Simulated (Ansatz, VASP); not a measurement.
**Two plane-wave programs on Cu**

```
Cu
1.0
     2.51980    0.00000    0.00000
    -1.25990    2.18221    0.00000
     0.00000    0.00000    8.23525
Cu
4
Direct
  0.00000 0.00000 0.00000
  0.33333 0.66667 0.25000
  0.00000 0.00000 0.50000
  0.66667 0.33333 0.75000
```

Alike in both runs: functional PBEsol; k mesh 18 × 18 × 6; occupations gaussian, width 0.1 eV; no spin polarisation.

Ansatz relaxed the structure, and its values are those at the end. VASP's run is a single point on that final structure, the one shown.

|  | VASP | Ansatz |
| --- | --- | --- |
| version | VASP 6.6.1 | Ansatz 0.2.0 |
| potentials or method | VASP PAW PBE potentials, release 64 (Cu) | scalar-relativistic, plane waves, PAW |
| plane-wave cutoff (eV) | 520 | 420 |
| valence electrons in the cell | 44 | 76 |

|  | VASP | Ansatz | Ansatz less VASP |
| --- | --- | --- | --- |
| gap on the k mesh at the Fermi level (eV) | none | none | - |
| pressure (GPa) | 0.9 | 0.0 | -0.88 |

A gap of «none» marks a metal or a gap that the smearing closes. With one functional, cell and mesh, what is left measures potentials, basis and numerics. The two sets of potentials don't hold the same shells in valence.

Caveats: the PAW data sets were made with another functional, which shifts forces and pressure a little (VASP).
